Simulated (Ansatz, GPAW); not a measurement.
This is a calculation of Hf (Hafnium) for GPAW 26.7.0 (ASE script). 

Contents of run.py:

```python
from ase.dft.bandgap import bandgap
from ase.io import read, write
from ase.units import GPa
from gpaw import GPAW, PW

atoms = read('Hf.xyz')

calc = GPAW(mode=PW(600),
            xc='PBE',
            kpts={'size': (10, 10, 5), 'gamma': True},
            occupations={'name': 'methfessel-paxton', 'order': 0, 'width': 0.015},
            nbands=24,
            convergence={'density': 1e-05, 'energy': 1e-05},
            maxiter=150,
            txt='gpaw.txt')
atoms.calc = calc
energy = atoms.get_potential_energy()
forces = atoms.get_forces()
stress = atoms.get_stress()
calc.write('gs.gpw')
write('result.traj', atoms)
print(f'Energy: {energy:.6f} eV')
print('Forces (eV/A):')
print(forces.round(4))
print('Stress (GPa):', (stress / GPa).round(3))
print('Fermi level:', round(calc.get_fermi_level(), 4), 'eV')
print(f'Gap: {bandgap(calc)[0]:.4f} eV, direct: {bandgap(calc, direct=True)[0]:.4f} eV')
```

File Hf.xyz:

```xyz
2
Lattice="3.1967000000 0.0000000000 0.0000000000 -1.5983500000 2.7684234083 0.0000000000 0.0000000000 0.0000000000 5.0578000000" Properties=species:S:1:pos:R:3 pbc="T T T"
Hf     1.5983500002      0.9228078027      3.7933500000
Hf    -0.0000000002      1.8456156056      1.2644500000
```

Potentials or basis: GPAW PAW data sets (gpaw-data 1.2.1), pw.

Run with:

```bash
$ OMP_NUM_THREADS=1 python run.py
```

Problem. Set up the same calculation for Ansatz 0.2.0. Potentials or basis there: Ansatz PAW, cutoff 420 eV.

Solution. As run (cutoffs and basis follow the program's own potentials, and thresholds, step limits or extra output files can differ):

Contents of input.yaml:

```yaml
crystal:
  lattice:
    - [3.1967, 0.0, 0.0]
    - [-1.59835, 2.7684234083, 0.0]
    - [0.0, 0.0, 5.0578]
  atoms:
    - { symbol: Hf, position: [0.6666666667, 0.3333333333, 0.75] }
    - { symbol: Hf, position: [0.3333333333, 0.6666666667, 0.25] }
hamiltonian:
  xc: pbe
  pseudopotentials: { kind: paw }
kpoints:
  mp_grid: { grid: [10, 10, 5] }
scf:
  occupations: { method: gaussian, width: 0.015 }
output:
  forces: true
  stress: true
  eigenvalues: true
```

Potentials or basis: Ansatz PAW.

Launch:

```console
$ ansatz run input.yaml --threads 2 --pin off --max-ram 5632MiB --backend cpu --events-out ev --progress --plain --runs-dir out
```

Both were run:

|  | GPAW | Ansatz |
| --- | --- | --- |
| Pressure | 0.9 GPa | 0.6 GPa |

Ansatz's pressure holds a Pulay term of +0.05 GPa for its cutoff of 420 eV, which the other run lacks.

The potentials hold 24 and 52 valence electrons a cell.

Where Ansatz's input types no cutoff or centring, it takes its own default and a Γ-centred mesh.

Pressure is positive in compression.
